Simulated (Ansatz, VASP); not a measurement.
Given: the input of a run of VASP 6.6.1 on Pt.

INCAR

```
SYSTEM = Pt
PREC = Accurate
ENCUT = 520
EDIFF = 1E-7
ISMEAR = -1
SIGMA = 0.05
LREAL = .FALSE.
LASPH = .TRUE.
NELM = 60
ALGO = Normal
ISIF = 2
LWAVE = .FALSE.
LCHARG = .FALSE.
GGA = PE
NBANDS = 17
```

Contents of KPOINTS:

```
regular mesh
0
G
  11 11 6
  0 0 0
```

POSCAR

```
Pt
1.0
    2.7606656158      0.0000000000      0.0000000000
   -1.3803328079      2.3908065546      0.0000000000
    0.0000000000      0.0000000000      4.7921340000
Pt
2
Direct
    0.3333333333      0.6666666667      0.2500000000
    0.6666666667      0.3333333333      0.7500000000
```

Potentials or basis: VASP PAW PBE potentials, release 64 (Pt).

The run is started by

```console
$ cat potpaw_PBE.64/Pt/POTCAR > POTCAR
$ mpirun -np 1 vasp_std > vasp.out
```

Problem. Set up the same calculation for Ansatz 0.2.0. Potentials there: Ansatz PAW.

Solution. As run (the cutoff follows the program's own potentials):

input.yaml

```yaml
crystal:
  lattice:
    - [2.7606656158, 0.0, 0.0]
    - [-1.3803328079, 2.3908065546, 0.0]
    - [0.0, 0.0, 4.792134]
  atoms:
    - { symbol: Pt, position: [0.3333333333, 0.6666666667, 0.25] }
    - { symbol: Pt, position: [0.6666666667, 0.3333333333, 0.75] }
hamiltonian:
  xc: pbe
  pseudopotentials: { kind: paw }
kpoints:
  mp_grid: { grid: [11, 11, 6] }
scf:
  occupations: { method: fermi_dirac, width: 0.05 }
output:
  forces: true
  stress: true
  eigenvalues: true
```

Potentials or basis: Ansatz PAW.

Command:

```console
$ ansatz run input.yaml --threads 2 --pin off --max-ram 5120MiB --backend cpu --events-out ev --progress --plain --runs-dir out
```

Both were run:

|  | VASP | Ansatz | Ansatz less VASP |
| --- | --- | --- | --- |
| gap on the k mesh at the Fermi level (eV) | none | none | - |
| pressure (GPa) | -1.1 | -0.6 | +0.46 |
| largest component of the traceless stress (GPa) | 1.13 | 1.09 | -0.046 |

A gap of «none» marks a metal or a gap that the smearing closes. The functional is the same, so the differences come from potentials, cutoffs and numerics. The two sets of potentials don't hold the same shells in valence.

Spin-orbit coupling is left out, which matters for the levels of Pt.
